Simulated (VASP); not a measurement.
A VASP 6.6.1 single-point calculation on LiF

INCAR

```
IBRION = -1
NBANDS = 12
LWAVE = .FALSE.
PREC = Accurate
LCHARG = .FALSE.
ISMEAR = 0
NSW = 0
EDIFF = 1E-7
ISIF = 2
LREAL = .FALSE.
SIGMA = 0.01
ENCUT = 520
LASPH = .TRUE.
ALGO = Normal
METAGGA = TPSS
NELM = 93
```

KPOINTS

```
KPOINTS created by Atomic Simulation Environment
0
Gamma
10 10 10
0 0 0
```

POSCAR

```
Li F
 1.0000000000000000
     0.0000000000000000    2.0479353318000002    1.9619039685999999
     2.0479353318000002    0.0000000000000000    1.9619039685999999
     2.0479353318000002    2.0479353318000002    0.0000000000000000
 Li  F
   1   1
Cartesian
  0.0000000000000000  0.0000000000000000  0.0000000000000000
  2.0479353317999998  2.0479353317999998  1.9619039685999995
```

The recommended PBE PAW datasets give the neutral cell 10 valence electrons.

Command

```
mpirun -np 1 vasp_std
```

**Question.** Predict the outcome of this run.

**Answer.** It converged. Results: gap between bands v and c on the k mesh 9.14 eV; least direct gap on the k mesh 9.14 eV; pressure -2.0 GPa. Band v is the last that the valence electrons fill when counted band by band, and c is the next.

OSZICAR

```
N       E                     dE             d eps       ncg     rms          rms(c)
DAV:   1     0.311949026631E+02    0.31195E+02   -0.52640E+03  2560   0.835E+02
DAV:   2    -0.112932654846E+02   -0.42488E+02   -0.41455E+02  3188   0.200E+02
DAV:   3    -0.125321567705E+02   -0.12389E+01   -0.12338E+01  3448   0.306E+01
DAV:   4    -0.125403530829E+02   -0.81963E-02   -0.81946E-02  3108   0.252E+00
DAV:   5    -0.125403953908E+02   -0.42308E-04   -0.42307E-04  3520   0.143E-01    0.410E+00
DAV:   6    -0.133081690058E+02   -0.76777E+00   -0.34106E+01  2456   0.685E+01    0.525E+00
DAV:   7    -0.135150108475E+02   -0.20684E+00   -0.16181E+00  3272   0.147E+01    0.464E+00
DAV:   8    -0.133375484302E+02    0.17746E+00   -0.12929E+00  2916   0.687E+00    0.239E+00
DAV:   9    -0.130898536201E+02    0.24769E+00   -0.14918E+00  2688   0.912E+00    0.119E+00
DAV:  10    -0.130285835190E+02    0.61270E-01   -0.68909E-01  2448   0.731E+00    0.196E-01
DAV:  11    -0.130840193839E+02   -0.55436E-01   -0.19456E-01  3136   0.419E+00    0.459E-01
DAV:  12    -0.130870894952E+02   -0.30701E-02   -0.12241E-01  2724   0.177E+00    0.630E-02
DAV:  13    -0.130669224186E+02    0.20167E-01   -0.80201E-02  3268   0.158E+00    0.236E-01
DAV:  14    -0.130667896874E+02    0.13273E-03   -0.20269E-02  2660   0.885E-01    0.333E-02
DAV:  15    -0.130640133229E+02    0.27764E-02   -0.67289E-03  3456   0.533E-01    0.878E-02
DAV:  16    -0.130641993929E+02   -0.18607E-03   -0.92366E-04  3324   0.174E-01    0.280E-02
DAV:  17    -0.130639752210E+02    0.22417E-03   -0.43212E-04  3248   0.137E-01    0.232E-02
DAV:  18    -0.130639863531E+02   -0.11132E-04   -0.85353E-05  3400   0.565E-02    0.111E-02
DAV:  19    -0.130639671104E+02    0.19243E-04   -0.35360E-05  3480   0.385E-02    0.936E-03
DAV:  20    -0.130639667831E+02    0.32725E-06   -0.80331E-06  3448   0.135E-02    0.285E-03
DAV:  21    -0.130639661332E+02    0.64996E-06   -0.24553E-06  3440   0.968E-03    0.349E-03
DAV:  22    -0.130639661102E+02    0.23004E-07   -0.51952E-07  3304   0.379E-03
   1 F= -.13063966E+02 E0= -.13063966E+02  d E =-.132053E-55
```

Standard output (part)

```
POSCAR found type information on POSCAR LiF
 POSCAR found :  2 types and       2 ions
 LDA part: xc-table for (None), standard interpolation
 POSCAR, INCAR and KPOINTS ok, starting setup
 WAVECAR not read
 entering main loop
```

For comparison, a separate r²SCAN run of the intended cell, on usual settings and not on those above, gives a gap of 10.15 eV on its mesh and a pressure of -3.1 GPa.
